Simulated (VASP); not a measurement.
## From VASP inputs to Ansatz: C (strained diamond)

INCAR

```
LREAL = .FALSE.
LASPH = .TRUE.
LELF = .TRUE.
LWAVE = .FALSE.
LCHARG = .TRUE.
ISMEAR = 0
ENCUT = 520
PREC = Accurate
SIGMA = 0.01
ISIF = 2
ALGO = Normal
NSW = 0
IBRION = -1
METAGGA = R2SCAN
NELM = 120
EDIFF = 1E-7
NBANDS = 11
```

KPOINTS

```
KPOINTS created by Atomic Simulation Environment
0
Gamma
12 12 12
0 0 0
```

KPOINTS_OPT

```
special points
7
Reciprocal
0.0000000000 0.0000000000 0.0000000000 1
0.5000000000 0.0000000000 0.5000000000 1
0.6250000000 0.2500000000 0.6250000000 1
0.3750000000 0.3750000000 0.7500000000 1
0.5000000000 0.5000000000 0.5000000000 1
0.5000000000 0.2500000000 0.7500000000 1
0.0000000000 0.3710940000 0.3710940000 1
```

POSCAR

```
C
 1.0000000000000000
     0.0000000000000000    1.7089191768000001    1.7961065759999999
     1.7089191768000001    0.0000000000000000    1.7961065759999999
     1.7089191768000001    1.7089191768000001    0.0000000000000000
 C
   2
Cartesian
  0.0000000000000000  0.0000000000000000  0.0000000000000000
  0.8544595884000000  0.8544595884000000  0.8980532879999997
```

VASP ran with the recommended PBE PAW datasets (8 valence electrons in the cell).

Problem. Translate these files to an Ansatz input.

Solution. 

```yaml
crystal:
  lattice:
    - [0.0, 1.7089191768, 1.796106576]
    - [1.7089191768, 0.0, 1.796106576]
    - [1.7089191768, 1.7089191768, 0.0]
  atoms:
    - { symbol: C, position: [0.0, 0.0, 0.0] }
    - { symbol: C, position: [0.25, 0.25, 0.25] }
kpoints:
  mp_grid: { grid: [12, 12, 12] }
  band_path:
    path:
      - [0.0, 0.0, 0.0]
      - [0.5, 0.0, 0.5]
      - [0.625, 0.25, 0.625]
      - [0.375, 0.375, 0.75]
      - [0.5, 0.5, 0.5]
      - [0.5, 0.25, 0.75]
      - [0.0, 0.371094, 0.371094]
    npoints: 1
hamiltonian:
  xc: r2scan
scf:
  occupations: { method: fixed }
  n_extra_bands: 4
output:
  forces: true
  stress: true
  eigenvalues: true
```

Other inputs would serve too.

```
                               VASP    Ansatz
gap between bands v and c   3.80 eV   3.83 eV
         least direct gap   5.56 eV   5.61 eV
                 pressure  38.9 GPa  37.5 GPa
```

The two codes use different PAW datasets and cutoffs. VASP's cell holds 8 valence electrons and Ansatz's 8. Ansatz's stress includes a Pulay correction; VASP's doesn't.
